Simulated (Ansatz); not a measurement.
Space group Pm-3m (No. 221). a = 4.071 Å, b = 4.071 Å, c = 4.071 Å, α = 90.00°, β = 90.00°, γ = 90.00°
| atom | site | symmetry | x | y | z |
| --- | --- | --- | --- | --- | --- |
| Sc | 1a | m-3m | 0.0000 | 0.0000 | 0.0000 |
| Al | 3c | 4/mm.m | 0.5000 | 0.0000 | 0.5000 |

Equation of state of this ScAl3 structure (not necessarily the ground state), with shape and atoms relaxed at each volume where symmetry leaves them free. It has no gap at any of these volumes. The calculation used DFT PBEsol, scalar-relativistic, plane waves, PAW in Ansatz.

Cutoff 420 eV; k points 10×10×10 on the computed 4-atom cell (Γ-centred); Gaussian smearing, width 0.10 eV; no spin polarisation.

| V (Å³/atom) | E − E(largest V) (meV/atom) | P (GPa) |
| --- | --- | --- |
| 15.859 | 2.95 | 6.41 |
| 16.365 | -11.63 | 2.95 |
| 16.871 | -16.05 | -0.02 |
| 17.377 | -11.75 | -2.57 |
| 17.883 | 0.00 | -4.74 |

**Question.** Fit a third-order Birch–Murnaghan equation to E(V).

**Answer.** V0 = 16.86 Å³/atom, B0 = 92 GPa, B0' = 4.1.